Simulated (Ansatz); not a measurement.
Take ZnGeP2 in the chalcopyrite structure (space group I-42d, No. 122; a = 5.4999 Å, c = 10.8444 Å) as the base.

(Cell as relaxed with PBE.)

Levels (all Ansatz, a first-principles code, PAW): PBE (420 eV, scalar-relativistic without spin-orbit coupling); PBEsol (420 eV, no SOC).

Each level relaxes its own structure.

```json
[
 {"quantity": "volume per atom", "PBE": "20.50 Å³", "PBEsol": "___"},
 {"quantity": "lattice parameter a", "PBE": "10.393 bohr", "PBEsol": "___"},
 {"quantity": "lattice parameter c", "PBE": "20.493 bohr", "PBEsol": "___"}
]
```

Problem. Given the PBE results, estimate those of PBEsol.

Solution. 
- volume per atom, PBEsol: 19.69 Å³
- lattice parameter a, PBEsol: 10.250 bohr
- lattice parameter c, PBEsol: 20.238 bohr

PBE's volume per atom lies 0.81 Å³ above PBEsol's (4.1 %); PBE's lattice parameter a lies 0.143 bohr above PBEsol's (1.4 %); PBE's lattice parameter c lies 0.255 bohr above PBEsol's (1.3 %). Neither level is exact; PBEsol is the comparison here, not a measurement.

Stability against distortions was not tested.
